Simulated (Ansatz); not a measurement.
Pt (simple hexagonal type) under strong compression

```xyz
1
Lattice="2.6884 0.0000 0.0000 -1.3442 2.3282 0.0000 0.0000 0.0000 2.6900" Properties=species:S:1:pos:R:3 pbc="T T T"
Pt    0.0000    0.0000    0.0000
```

The cell comes from a relaxation on PAW files under the same functional, begun from a prototype that needn't be the stable phase.

Its volume is scaled, and at each volume shape and atoms are relaxed on PAW files; all methods then take that cell.

Level of theory: DFT with PBE, scalar-relativistic, in Ansatz 0.2.0; a Γ-centred 16×16×15 k mesh, Fermi–Dirac smearing of 0.08 eV, no spin polarisation. LAPW: all electrons, basis error target 1 meV/atom; PAW: frozen-core files, cutoff 420 eV; crystal datasets: all electrons, by PAW datasets that the program makes for each cell; norm-conserving: pseudopotentials, cutoff 1143 eV; PAW (cutoff 600 eV): frozen-core files, cutoff 600 eV.

Energies are extrapolated to zero smearing and count from the unscaled cell; pressure is positive in compression; gaps take the mesh and a band path. No temperature or zero-point motion is included.

Spin–orbit coupling is left out, which matters for the heavy atoms.

```
V/V0  V (Å³/atom)  P LAPW (GPa)  ΔE LAPW (eV/atom)  P PAW − LAPW (GPa)  ΔE PAW − LAPW (meV/atom)  space group  shortest distance (Å)
1.00        16.84         -0.01              0.000                0.02                       0.0       P6/mmm                  2.688
0.92        15.49             ?                  ?                   ?                         ?            ?                      ?
0.84        14.14          59.9              0.417                0.04                       0.3       P6/mmm                  2.509
0.76        12.80         122.4              1.160                0.07                       0.7       P6/mmm                  2.416
0.68        11.45         228.6              2.595                0.18                       1.6       P6/mmm                  2.320
0.60        10.10         413.7              5.220                0.44                       4.0       P6/mmm                  2.218
0.52         8.76         749.6              9.965                1.05                       9.8       P6/mmm                  2.109
0.45         7.58          1288             17.262                2.54                      22.0       P6/mmm                  2.005
```

Problem. Fit the Vinet equation to the LAPW pressures shown (residuals weighted by 1/(|P| + 0.03·Pmax)), and predict the pressure of the withheld row.

Solution. The fit gives V0 = 16.84 Å³/atom, B0 = 211 GPa and B0′ = 5.64. At 15.49 Å³/atom, x = (V/V0)^(1/3) = 0.9725, and P = 3·B0·(1 − x)/x²·exp[1.5·(B0′ − 1)·(1 − x)] = 22.3 GPa. The run itself gave 22.4 GPa (-0.7 % off) and ΔE = 0.085 eV/atom.

Problem. From the table, what is the rise of the enthalpy H = E + pV up to the last row, and how stiff is the crystal between the last two rows?

Solution. ΔH = 17.262 eV + (1288 GPa × 7.58 Å³ + 0.01 GPa × 16.84 Å³) × 0.006242 eV/(GPa·Å³) = 78.18 eV/atom, of which pV makes 78 %. The mean bulk modulus there is −ΔP/Δln V = 3730 GPa.

Problem. At the smallest volume, how far do crystal datasets and norm-conserving and PAW (cutoff 600 eV) lie from LAPW in pressure?

Solution. crystal datasets: -0.01 GPa; norm-conserving: +4.84 GPa; PAW (cutoff 600 eV): +2.20 GPa, on a LAPW pressure of 1288 GPa.

Problem. How do the Löwdin populations by LAPW change from the unscaled cell to the last row?

Solution. Pt 5s 1.99 → 1.92, Pt 6s 1.03 → 0.94, Pt 5d 8.87 → 9.00 electrons an atom. These are projections on the shells that the free atoms fill; 0.12 e a cell lies outside them at the start and 0.16 e at the end.
